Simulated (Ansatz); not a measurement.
# Ti: the cost of one run

Computed with Ansatz 0.2.0 (DFT r2SCAN, scalar-relativistic, plane waves, PAW, unless a step's input says otherwise).

This is Ti in the fcc structure; at room conditions it is hcp.

2 further runs of the same task are left out: 2 set aside as unsound or not needed. Runs told in other sessions of the task aren't counted.

**1. The starting structure**

The structure is cubic, space group Fm-3m (No. 225). Conventional cell: a = 4.110 Å, b = 4.110 Å, c = 4.110 Å, α = 90.00°, β = 90.00°, γ = 90.00°. Ti (site symmetry m-3m) is surrounded by 12 Ti at 2.91 Å.

Structure file:

```
CELL_PARAMETERS angstrom
0.00000 -2.05515 -2.05515
-2.05515 0.00000 -2.05515
2.05515 2.05515 -4.11030
ATOMIC_POSITIONS crystal
Ti 0.50000 0.50000 0.50000
Ti 0.00000 0.00000 0.00000
```

It is built from the cell relaxed beforehand with the same method (17.36 Å³/atom).

**2. The undisturbed cell**

input.yaml reads:

```yaml
crystal:
  lattice:
    - [0.0, -2.0551516167, -2.0551516167]
    - [-2.0551516167, 0.0, -2.0551516167]
    - [2.0551516167, 2.0551516167, -4.1103032334]
  atoms:
    - { symbol: Ti, position: [0.5, 0.5, 0.5] }
    - { symbol: Ti, position: [0.0, 0.0, 0.0] }
basis:
  ecutwfc: 500
kpoints:
  mp_grid: { grid: [24, 24, 24] }
hamiltonian:
  xc: r2scan
scf:
  occupations: { method: gaussian, width: 0.15 }
output:
  forces: true
  stress: true
  eigenvalues: true
```

Launch:

```bash
$ ansatz run input.yaml --threads 2 --pin off --max-ram 5120MiB --backend cpu --events-out ev --progress --plain --runs-dir out
```

What time and memory should one allow on 2 threads of Intel Xeon 6975P-C (Granite Rapids), shared host?

About 21 s, with a peak of 1.1 GiB.
